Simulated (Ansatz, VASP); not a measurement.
## Two plane-wave programs on Fe

INCAR

```
PREC = Accurate ; ENCUT = 520
EDIFF = 1E-6 ; ISMEAR = 0
SIGMA = 0.028000000000000004 ; LREAL = F
LASPH = T ; NELM = 150
ALGO = Normal ; ISIF = 2
LWAVE = F ; LCHARG = T
ISPIN = 2 ; MAGMOM = 3
LORBIT = 11 ; LMAXMIX = 4
GGA = PE ; LELF = T
LVHAR = T
```

Contents of KPOINTS:

```
Automatic mesh
0
Gamma
  13 13 13
```

Contents of POSCAR:

```
Fe
1.0
   -1.4430000000      1.4430000000      1.4430000000
    1.4430000000     -1.4430000000      1.4430000000
    1.4430000000      1.4430000000     -1.4430000000
Fe
1
Direct
    0.0000000000      0.0000000000      0.0000000000
```

input.yaml

```yaml
crystal:
  lattice:
    - [-1.443, 1.443, 1.443]
    - [1.443, -1.443, 1.443]
    - [1.443, 1.443, -1.443]
  atoms:
    - { symbol: Fe, position: [0.0, 0.0, 0.0], spin: 3.0 }
hamiltonian:
  xc: pbe
  pseudopotentials: { kind: paw }
magnetization:
  spin_polarized: true
kpoints:
  mp_grid: { grid: [13, 13, 13] }
scf:
  occupations: { method: gaussian, width: 0.028 }
output:
  forces: true
  stress: true
  eigenvalues: true
  write_density: true
  write_potential: true
  elf: true
  volumetric_format: npy
```

Alike in both runs: task single point; functional PBE; k mesh 13 × 13 × 13; occupations gaussian, width 0.028 eV; collinear spin, ferromagnetic start.

|  | VASP | Ansatz |
| --- | --- | --- |
| version | VASP 6.6.1 | Ansatz 0.2.0 |
| potentials or method | VASP PAW PBE potentials, release 64 (Fe) | Ansatz PAW |
| plane-wave cutoff (eV) | 520 | 420 |
| valence electrons in the cell | 8 | 16 |

Ansatz gave:

```
gap on the k mesh at the Fermi level (eV)                     : none
pressure (GPa)                                                : -9.5
net moment per atom (μB)                                      : 2.25
size of the moment on the site where the two differ most (μB) : 2.31
```

Task: Which values does VASP return?

Result: gap on the k mesh at the Fermi level (eV): none; pressure (GPa): -9.3; net moment per atom (μB): 2.28; size of the moment on the site where the two differ most (μB): 2.29.

Site moments also hang on the region over which each program counts them. A gap of «none» marks a metal or a gap that the smearing closes. The two sets of potentials don't hold the same shells in valence.
